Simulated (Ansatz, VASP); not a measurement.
## Al: VASP beside Ansatz

```xyz
1
Lattice="-1.5011 1.5011 1.5011 1.5011 -1.5011 1.5011 1.5011 1.5011 -1.5011" Properties=species:S:1:pos:R:3 pbc="T T T"
Al    0.0000    0.0000    0.0000
```

Alike in both runs: functional LDA; k mesh 13 × 13 × 13; no spin polarisation.

Ansatz relaxed the structure, and its values are those at the end. VASP's run is a single point on that final structure, the one shown.

|  | VASP | Ansatz |
| --- | --- | --- |
| version | VASP 6.6.1 | Ansatz 0.2.0 |
| potentials or method | VASP PAW LDA potentials, release 64 (Al) | plane waves, PAW |
| plane-wave cutoff (eV) | 520 | 420 |
| occupations | methfessel-paxton of order 1, width 0.15 eV | cold, width 0.15 eV |
| valence electrons in the cell | 3 | 3 |

```csv
,VASP,Ansatz,Ansatz less VASP
pressure (GPa),20.3,20.0,-0.26
```

Caveats: so large a pressure means that the cell lies far from this level's equilibrium, or that cutoff or potentials fall short (VASP).
